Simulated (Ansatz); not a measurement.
Write the native input for Ansatz 0.2.0 that does the following.

- Task: relaxation of cell and atoms
- Functional: revPBE
- Potentials or basis: all-electron LAPW, scalar-relativistic
- Basis error allowed: 0.001 eV/atom
- k mesh: 12 × 12 × 12
- Occupations: fermi-dirac, width 0.05 eV
- Spin: collinear spin, ferromagnetic start
- Starting moments: [2.0] μB

Crystal: V.

```
V
1.0
    -1.51435    1.51435    1.51435
     1.51435   -1.51435    1.51435
     1.51435    1.51435   -1.51435
V
1
Direct
  0.00000 0.00000 0.00000
```

One way to write it, as run:

input.yaml

```yaml
crystal:
  lattice:
    - [-1.51435, 1.51435, 1.51435]
    - [1.51435, -1.51435, 1.51435]
    - [1.51435, 1.51435, -1.51435]
  atoms:
    - { symbol: V, position: [0.0, 0.0, 0.0], spin: 2.0 }
kpoints:
  mp_grid: { grid: [12, 12, 12] }
scf:
  occupations: { method: fermi_dirac, width: 0.05 }
hamiltonian:
  xc: revpbe
  pseudopotentials: { kind: all_electron, lapw: { basis_error: 0.001 } }
magnetization:
  spin_polarized: true
output:
  forces: true
  stress: true
relax:
  f_tol: 0.01
  max_steps: 60
  cell: {}
```

Potentials or basis: all-electron LAPW, scalar-relativistic.

The run is started by

```console
$ ansatz run input.yaml --threads 2 --pin off --max-ram 6144MiB --backend cpu --events-out ev --progress --plain --runs-dir out
```

It gave:

```json
{
  "Relaxed volume": "13.69 Å³/atom",
  "Relaxed cell": "a = 2.610 Å, b = 2.610 Å, c = 2.610 Å, α = 109.47°, β = 109.47°, γ = 109.47°",
  "Space group after relaxing (to 0.05 Å)": "Im-3m (No. 229)",
  "Energy gained by relaxing": "1.5 meV/atom",
  "Ionic steps": "4",
  "Pressure after relaxing": "0.0 GPa",
  "Net moment": "0.00 μB per cell",
  "Absolute moment": "0.00 μB per cell"
}
```

Caveat: the starting moments weren't kept.

Wall time 12 s on 2 threads of Arm Neoverse V2 (shared host), peak memory 0.34 GiB.
